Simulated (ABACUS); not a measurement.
Crystal: FeO (Wuestite).

```
Fe O
1.0
     0.00000    2.15540    2.15540
     2.15540    0.00000    2.15540
     2.15540    2.15540    0.00000
Fe O
1 1
Direct
  0.00000 0.00000 0.00000
  0.50000 0.50000 0.50000
```

Program: ABACUS 3.10.1. Alike in all runs: task single point; potentials or basis PseudoDojo NC SR 0.4.1 PBEsol standard, DZP LCAO (the cutoffs set its grid); spin collinear, ferromagnetic start; cell as given; k mesh 6 × 6 × 6; cutoff (eV) 1361; smearing fermi-dirac 0.05 eV; the mesh is coarse, so values aren't converged.

Task: Order these runs on this cell by their pressure, lowest first.
A. level PBEsol+U; U Fe d U = 2 eV; SCF threshold on the density 1e-06; max SCF steps 120; mixing share 0.2; symmetry key -1; threshold to restart the mixing 0.0005
B. level PBEsol+U; U Fe d U = 4 eV; SCF threshold on the density 1e-06; max SCF steps 120; mixing share 0.2; symmetry key -1; threshold to restart the mixing 0.0005
C. level PBEsol+U; U Fe d U = 8 eV; SCF threshold on the density 1e-06; max SCF steps 120; mixing share 0.2; symmetry key -1; threshold to restart the mixing 0.0005
D. level PBEsol+U; U Fe d U = 6 eV; SCF threshold on the density 1e-06; max SCF steps 120; mixing share 0.2; symmetry key -1; threshold to restart the mixing 0.0005
E. level PBEsol; SCF threshold on the density 1e-07; max SCF steps 100; mixing share 0.4; symmetry key 1

Result: E (-8.3 GPa), A (-6.7 GPa), B (-5.1 GPa), D (-3.2 GPa), C (-1.4 GPa).

Caveats: all runs use coarse meshes; the atomic orbitals were generated for these runs and aren't a published set; the basis of atomic orbitals isn't converged, which shifts pressures, moduli and gaps; a cell with one magnetic atom can't hold antiferromagnetic order, which such compounds often take.
